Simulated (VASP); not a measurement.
# N (P4_2/mnm) in VASP: electric field gradients with r2SCAN

Aim: the electric field gradients of N with r2SCAN.

Everything below comes from runs of VASP 6.6.1. Logs are shortened: lines on timing, memory, paths and dates and some standing lists are left out, and cuts for length are marked.

**1. Starting point**

The structure is tetragonal, space group P4_2/mnm (No. 136). Conventional cell: a = 4.084 Å, b = 4.084 Å, c = 5.346 Å, α = 90.00°, β = 90.00°, γ = 90.00°. N (site symmetry m2m) is surrounded by 1 N at 1.11 Å.

**2. Electric field gradients, r2SCAN**

The input, POSCAR:

```
N
1.0
    4.0840619700      0.0000000000      0.0000000000
    0.0000000000      4.0840619700      0.0000000000
    0.0000000000      0.0000000000      5.3459132500
N
4
Direct
    0.9042752000      0.9042752000      0.0000000000
    0.5957248000      0.4042752000      0.5000000000
    0.0957248000      0.0957248000      0.0000000000
    0.4042752000      0.5957248000      0.5000000000
```

The input, INCAR.step1:

```
SYSTEM = N
PREC     = Accurate       ! precision mode
ENCUT    = 520            ! plane-wave cutoff, eV
ISMEAR   = -1             ! smearing method
SIGMA    = 0.03           ! smearing width, eV
LREAL    = .FALSE.        ! projectors in reciprocal space
LASPH    = .TRUE.         ! aspherical terms in the spheres
NELM     = 100            ! most SCF steps
NBANDS   = 18             ! bands
GGA      = PE             ! functional
ALGO     = Normal         ! electronic algorithm
EDIFF    = 1E-4           ! SCF threshold, eV
LWAVE    = .TRUE.         ! write WAVECAR
LCHARG   = .FALSE.        ! write CHGCAR
```

The input, INCAR.step2:

```
SYSTEM = N
PREC     = Accurate       ! precision mode
ENCUT    = 520            ! plane-wave cutoff, eV
EDIFF    = 1E-8           ! SCF threshold, eV
ISMEAR   = -1             ! smearing method
SIGMA    = 0.03           ! smearing width, eV
LREAL    = .FALSE.        ! projectors in reciprocal space
LASPH    = .TRUE.         ! aspherical terms in the spheres
NELM     = 100            ! most SCF steps
ALGO     = Normal         ! electronic algorithm
ISIF     = 2              ! what is computed and relaxed
LWAVE    = .FALSE.        ! write WAVECAR
LCHARG   = .FALSE.        ! write CHGCAR
METAGGA  = R2SCAN         ! meta-GGA
LMIXTAU  = .TRUE.       
LEFG     = .TRUE.       
NBANDS   = 18             ! bands
ISTART   = 1
```

The input, KPOINTS:

```
regular mesh
0
G
  7 7 5
  0 0 0
```

Potentials or basis: VASP PAW PBE potentials, release 64 (N).

The run is started by

```sh
$ cat potpaw_PBE.64/N/POTCAR > POTCAR
$ cp INCAR.step1 INCAR
$ mpirun -np 1 vasp_std > vasp.out
$ cp INCAR.step2 INCAR
$ mpirun -np 1 vasp_std > vasp.out
```

OUTCAR:

```text
SYSTEM = N
   PREC = Accurate
   ENCUT = 520
   EDIFF = 1E-8
   ISMEAR = -1
   LREAL = .FALSE.
   LASPH = .TRUE.
   NELM = 100
   ISIF = 2
   METAGGA = R2SCAN
   ISTART = 1

 ion  position               nearest neighbor table
   1  0.904  0.904  0.000-   3 1.11
   2  0.596  0.404  0.500-   4 1.11
   3  0.096  0.096  0.000-   1 1.11
   4  0.404  0.596  0.500-   2 1.11

  LATTYP: Found a simple tetragonal cell.
 ALAT       =     4.0840619700
 C/A-ratio  =     1.3089696702

  Lattice vectors:

 A1 = (   4.0840619700,   0.0000000000,   0.0000000000)
 A2 = (   0.0000000000,   4.0840619700,   0.0000000000)
 A3 = (   0.0000000000,   0.0000000000,   5.3459132500)

Analysis of symmetry for initial positions (statically):
=====================================================================
 Subroutine PRICEL returns:
 Original cell was already a primitive cell.

 Routine SETGRP: Setting up the symmetry group for a
 simple tetragonal supercell.

 Subroutine GETGRP returns: Found 16 space group operations
 (whereof  8 operations were pure point group operations)
 out of a pool of 16 trial point group operations.

The static configuration has the point symmetry D_2h.
 The point group associated with its full space group is D_4h.

Analysis of symmetry for dynamics (positions and initial velocities):
=====================================================================
 Subroutine PRICEL returns:
 Original cell was already a primitive cell.

 Routine SETGRP: Setting up the symmetry group for a
 simple tetragonal supercell.

 Subroutine GETGRP returns: Found 16 space group operations
 (whereof  8 operations were pure point group operations)
 out of a pool of 16 trial point group operations.

The dynamic configuration has the point symmetry D_2h.
 The point group associated with its full space group is D_4h.

 Subroutine INISYM returns: Found 16 space group operations
 (whereof  8 operations are pure point group operations),
 and found     1 'primitive' translations

----------------------------------------------------------------------------------------

                                     Primitive cell

  volume of cell :      89.1675

  direct lattice vectors                    reciprocal lattice vectors
     4.084061970  0.000000000  0.000000000     0.244854267  0.000000000  0.000000000
     0.000000000  4.084061970  0.000000000     0.000000000  0.244854267  0.000000000
     0.000000000  0.000000000  5.345913250     0.000000000  0.000000000  0.187058778

  length of vectors
     4.084061970  4.084061970  5.345913250     0.244854267  0.244854267  0.187058778

  position of ions in fractional coordinates (direct lattice)
     0.904275200  0.904275200  0.000000000
     0.595724800  0.404275200  0.500000000
     0.095724800  0.095724800  0.000000000
     0.404275200  0.595724800  0.500000000

  ion indices of the primitive-cell ions
   primitive index   ion index
                 1           1
                 2           2
                 3           3
                 4           4

----------------------------------------------------------------------------------------

 KPOINTS: regular mesh

Automatic generation of k-mesh.
 Grid dimensions read from file:
 generate k-points for:    7    7    5

 Generating k-lattice:

  Cartesian coordinates                     Fractional coordinates (reciprocal lattice)
     0.034979181  0.000000000  0.000000000     0.142857143  0.000000000  0.000000000
     0.000000000  0.034979181  0.000000000     0.000000000  0.142857143  0.000000000
     0.000000000  0.000000000  0.037411756     0.000000000  0.000000000  0.200000000

  Length of vectors
[... 40 lines left out ...]
   dimension x,y,z NGX =    30 NGY =   30 NGZ =   40
   dimension x,y,z NGXF=    60 NGYF=   60 NGZF=   80
   ions per type =               4
   NGX,Y,Z   is equivalent  to a cutoff of  12.21, 12.21, 12.44 a.u.
   NGXF,Y,Z  is equivalent  to a cutoff of  24.42, 24.42, 24.88 a.u.
 SYSTEM =  N
   PREC   = accura    normal or accurate (medium, high low for compatibility)
   ISTART =      1    job   : 0-new  1-cont  2-samecut
   ICHARG =      0    charge: 1-file 2-atom 10-const
   ISPIN  =      1    spin polarized calculation?
   LNONCOLLINEAR =      F non collinear calculations
   LSORBIT =      F    spin-orbit coupling
   LASPH  =      T    aspherical Exc in radial PAW
   ENCUT  =  520.0 eV  38.22 Ry    6.18 a.u.   7.59  7.59  9.94*2*pi/ulx,y,z
   NELM   =    100;   NELMIN=  2; NELMDL=  0     # of ELM steps
   EDIFF  = 0.1E-07   stopping-criterion for ELM
   LREAL  =      F    real-space projection
   EDIFFG = 0.1E-06   stopping-criterion for IOM
   NSW    =      0    number of steps for IOM
   IBRION =     -1    ionic relax: 0-MD 1-quasi-New 2-CG
   NFREE  =      0    steps in history (QN), initial steepest desc. (CG)
   ISIF   =      2    stress and relaxation
   ISYM   =      2    0-nonsym 1-usesym 2-fastsym
   POTIM  = 0.5000    time-step for ionic-motion
   TEBEG  =    0.0;   TEEND  =   0.0 temperature during run
   PSTRESS=    0.0 pullay stress
   NELECT =      20.0000    total number of electrons
   NUPDOWN=      -1.0000    fix difference up-down
   EMIN   =  10.00;   EMAX   =-10.00  energy-range for DOS
   EFERMI =   0.00;   METHOD = LEGACY
   ISMEAR =    -1;   SIGMA  =   0.03  broadening in eV -4-tet -1-fermi 0-gaus
   EFERMI_NEDOS =   21; number of points for ismear=-14 and -15
   IALGO  =     38    algorithm
   IMIX   =      4    mixing-type and parameters
     AMIX     =   0.40;   BMIX     =  1.00
     AMIX_MAG =   1.60;   BMIX_MAG =  1.00
  volume/ion in A,a.u.               =      22.29       150.43
  Fermi-wavevector in a.u.,A,eV,Ry     =   0.994678  1.879669 13.461399  0.989385
  Thomas-Fermi vector in A             =   2.126646
   LORBIT       =      0    0 simple, 1 ext, 2 COOP (PROOUT), +10 PAW based schemes
   METAGGA = R2SCAN    functional components
   LHFCALC =     F    Hartree Fock is set to
   AEXX    =    0.0000 exact exchange contribution
   IVDW    =     0    specifies the selected vdW correction
   LEPSILON=     F    determine dielectric tensor
   LRPA    =     F    only Hartree local field effects (RPA)
 non-spin polarized calculation
  energy-cutoff  :      520.00
  volume of cell :       89.17
 maximum number of plane-waves:      2419
   NGX = 15   NGY = 15   NGZ = 19

 number of electron      20.0000001 magnetization

 Free energy of the ion-electron system (eV)
  ---------------------------------------------------
  ext. energy  EPLUGINS =         0.00000000
  ---------------------------------------------------
  free energy    TOTEN  =       -36.49228968 eV

  energy without entropy =      -36.49228968  energy(sigma->0) =      -36.49228968

 E-fermi :  -6.2952     XC(G=0):  -6.6623

 val. band max:       -6.9764742687   @ k =   0.4286   0.4286   0.4000
 cond. band min:       0.5978609026   @ k =   0.0000   0.0000   0.0000
 fundamental gap:      7.5743351714
 Fermi energy:        -6.2951799951

 k-point     1 :       0.0000    0.0000    0.0000
  band No.  band energies     occupation
      1     -26.2605      2.00000
      2     -26.1963      2.00000
      3     -10.6437      2.00000
      4     -10.6437      2.00000
      5      -8.8601      2.00000
      6      -8.2795      2.00000
[... 481 lines left out ...]
      5      -8.6403      2.00000
      6      -8.6321      2.00000
[... 10 lines left out ...]
     17       8.7915      0.00000
     18       9.1642      0.00000

 [... further k-points ...]

------------------------ aborting loop because EDIFF is reached ----------------------------------------

  FORCE on cell =-STRESS in cart. coord.  units (eV):
  Direction    XX          YY          ZZ          XY          YZ          ZX
  --------------------------------------------------------------------------------------
  -------------------------------------------------------------------------------------
  Total        0.0580595      0.0580595     -0.1285067      0.0000000      0.0000000      0.0000000
  in kB        1.0432233      1.0432233     -2.3090306      0.0000000      0.0000000      0.0000000
  external PRESSURE =      -0.0741947 kB  Pullay stress =       0.0000000 kB

 VOLUME and BASIS-vectors are now :
 -----------------------------------------------------------------------------
  energy-cutoff  :      520.00
  volume of cell :       89.17
      direct lattice vectors                 reciprocal lattice vectors
     4.084061970  0.000000000  0.000000000     0.244854267  0.000000000  0.000000000
     0.000000000  4.084061970  0.000000000     0.000000000  0.244854267  0.000000000
     0.000000000  0.000000000  5.345913250     0.000000000  0.000000000  0.187058778

 POSITION                                       TOTAL-FORCE (eV/Angst)
 -----------------------------------------------------------------------------------
      3.69312      3.69312      0.00000        -0.116347     -0.116347     -0.000000
      2.43298      1.65108      2.67296         0.116347     -0.116347     -0.000000
      0.39095      0.39095      0.00000         0.116347      0.116347      0.000000
      1.65108      2.43298      2.67296        -0.116347      0.116347      0.000000
 -----------------------------------------------------------------------------------
    total drift:                               -0.000000     -0.000000      0.000000

  FREE ENERGIE OF THE ION-ELECTRON SYSTEM (eV)
  ---------------------------------------------------
  free  energy   TOTEN  =       -36.4922896843 eV

  energy  without entropy=      -36.4922896843  energy(sigma->0) =      -36.49228968

 Electric field gradients (V/A^2)
---------------------------------------------------------------------
 ion       V_xx      V_yy      V_zz      V_xy      V_xz      V_yz
---------------------------------------------------------------------
   1     -31.653   -31.653    63.307   -94.915    -0.000     0.000
   2     -31.653   -31.653    63.307    94.915     0.000    -0.000
   3     -31.653   -31.653    63.307   -94.915    -0.000     0.000
   4     -31.653   -31.653    63.307    94.915     0.000    -0.000
---------------------------------------------------------------------

 Electric field gradients after diagonalization (V/A^2)
 (convention: |V_zz| > |V_xx| > |V_yy|)
----------------------------------------------------------------------
 ion       V_xx      V_yy      V_zz     asymmetry (V_yy - V_xx)/ V_zz
----------------------------------------------------------------------
   1      63.307    63.261  -126.568       0.000
   2      63.307    63.261  -126.568       0.000
   3      63.307    63.261  -126.568       0.000
   4      63.307    63.261  -126.568       0.000
----------------------------------------------------------------------

           NMR quadrupolar parameters

 Cq : quadrupolar parameter    Cq=e*Q*V_zz/h
 eta: asymmetry parameters     (V_yy - V_xx)/ V_zz
 Q  : nuclear electric quadrupole moment in mb (millibarn)
----------------------------------------------------------------------
 ion       Cq(MHz)       eta       Q (mb)
----------------------------------------------------------------------
   1      -0.306       0.000       1.000
   2      -0.306       0.000       1.000
   3      -0.306       0.000       1.000
   4      -0.306       0.000       1.000
----------------------------------------------------------------------
```

Run time: 2.6 min. Hardware: 1 thread of Intel Xeon Platinum 8259CL at 2.50GHz (Skylake/Cascade Lake), shared host; peak memory 0.19 GiB.

What came out:

| Property | Result |
| --- | --- |
| Free energy | -36.4923 eV |
| Pressure | 0.0 GPa |
| Largest force | 0.165 eV/Å |
| Band gap on the k mesh | 7.57 eV, indirect (least direct gap 7.76 eV) |

Forces in eV/Å, atoms in the order of the input:
```
N   -0.116 -0.116  0.000
N    0.116 -0.116  0.000
N    0.116  0.116  0.000
N   -0.116  0.116  0.000
```

Levels at points of the mesh, in eV from the valence-band top:
```csv
k point,band 6,band 7,band 8,band 9,band 10,band 11,band 12,band 13,band 14,band 15
"(0.00, 0.00, 0.00)",-1.30,-1.30,-1.21,-0.95,-0.18,7.57,8.48,8.86,8.86,12.11
```

Electric field gradients, principal values (V/Å²):
```tsv
atom	Vxx	Vyy	Vzz
1 N	63.261	63.307	-126.568
2 N	63.261	63.307	-126.568
3 N	63.261	63.307	-126.568
4 N	63.261	63.307	-126.568
```

Caveat: the standard files for N, O and F lose accuracy on very short bonds; the PAW data sets were made with another functional, which shifts forces and pressure a little; an odd mesh through Γ misses points on the zone boundary, where band edges often lie.
